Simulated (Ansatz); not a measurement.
Input and command of a plane-wave DFT calculation in Ansatz:

```yaml
crystal:
  lattice:
    - [0.0, 2.7169780679, 2.7169780679]
    - [2.7169780679, 0.0, 2.7169780679]
    - [2.7169780679, 2.7169780679, 0.0]
  atoms:
    - { symbol: Al, position: [0.0, 0.0, 0.0] }
    - { symbol: P, position: [0.75, 0.75, 0.75] }
basis:
  ecutwfc: 420
kpoints:
  mp_grid: { grid: [8, 8, 8] }
hamiltonian:
  xc: lda
scf:
  occupations: { method: fixed }
output:
  forces: true
  stress: true
  eigenvalues: true
relax:
  adjacent_minimum: "off"
  f_tol: 0.001
  max_steps: 60
  cell: { stress_tol: 0.02, p_target: 6.0 }
```

```bash
ansatz run input.yaml --threads 1 --pin off --max-ram 3072MiB --backend cpu --events-out ev --progress --plain --runs-dir out
```

Processor: Intel(R) Xeon(R) Platinum 8488C (Sapphire Rapids), 1 thread, on a host shared with other jobs.

Q: Estimate time, memory and problem size.

A: About 8.3 s on 1 thread of Intel(R) Xeon(R) Platinum 8488C (Sapphire Rapids) (shared host), peak memory 0.35 GiB. It solves 8 bands at 29 k points (the mesh reduced by the symmetry that the task leaves, which can be less than the crystal's) with about 725 plane waves (on the last cell), in 31 SCF iterations over 7 ionic steps.
